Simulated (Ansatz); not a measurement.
Runs of Ansatz 0.2.0 on CdF2. Symmetry: Fm-3m, No. 225, cubic system. The conventional cell has a = 5.388 Å, b = 5.388 Å, c = 5.388 Å, α = 90.00°, β = 90.00°, γ = 90.00°. Around Cd (site symmetry m-3m) lie 8 F at 2.33 Å. F (site symmetry -43m) is surrounded by 4 Cd at 2.33 Å. 

```tsv
level	cutoff (eV)	gap on the mesh (eV)	pressure (GPa)	relaxed volume (Å³/atom)
r2SCAN	500	3.82	0.0	13.03
RPBE	420	2.96	0.0	14.43
revPBE	420	(c)	0.0	14.24
BLYP	420	(b)	0.0	(a)
```

Alike in all rows: task relaxation of cell and atoms; potentials or basis Ansatz PAW; no spin polarisation; cell relaxed; k mesh 9 × 9 × 9; smearing fermi-dirac 0.05 eV.

Question: Fill in the values left out.

Answer: (a) 14.11; (b) 2.87; (c) 2.97.

Caveats: odd divisions of the mesh miss points on the zone boundary, where band edges often lie, so the gap on the mesh can be too wide; the plane-wave basis is chosen anew once the cell has moved, so the energies of steps on either side of that aren't comparable; the PAW data sets come from PBE, with cores solved anew for the run's functional, which leaves a small shift of forces and pressure.

A k mesh can miss the band edges, and the runs leave out spin-orbit coupling on Cd.

Runs at the PBE level aren't shown here.
